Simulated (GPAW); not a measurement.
Crystal: Cu.

```
Cu
1.0
     0.00000    1.80750    1.80750
     1.80750    0.00000    1.80750
     1.80750    1.80750    0.00000
Cu
1
Direct
  0.00000 0.00000 0.00000
```

Base run:

- Program: GPAW 26.7.0
- Functional: LDA
- Potentials or basis: PAW data sets generated in the run's folder for this functional
- Cutoff: 600 eV
- Basis: pw
- k mesh: 13 × 13 × 13
- Occupations: fermi-dirac, width 0.05 eV
- Spin: no spin polarisation

Its results: pressure -11.5 GPa.

**Question.** After a change of settings the same cell gave: pressure -4.7 GPa. Which change was it?
A. potentials or basis from PAW data sets generated in the run's folder for this functional to the program's PAW data sets (release 1.2.1) made for this functional; occupations from fermi-dirac, width 0.05 eV to gaussian, width 0.02 eV
B. functional from LDA to PBEsol
C. functional from LDA to BLYP
D. functional from LDA to PBE; band points from 100 to 60

**Answer.** B.

PBEsol binds less tightly than LDA, so the same cell stands under more pressure.

Not every run made on this cell is shown here.
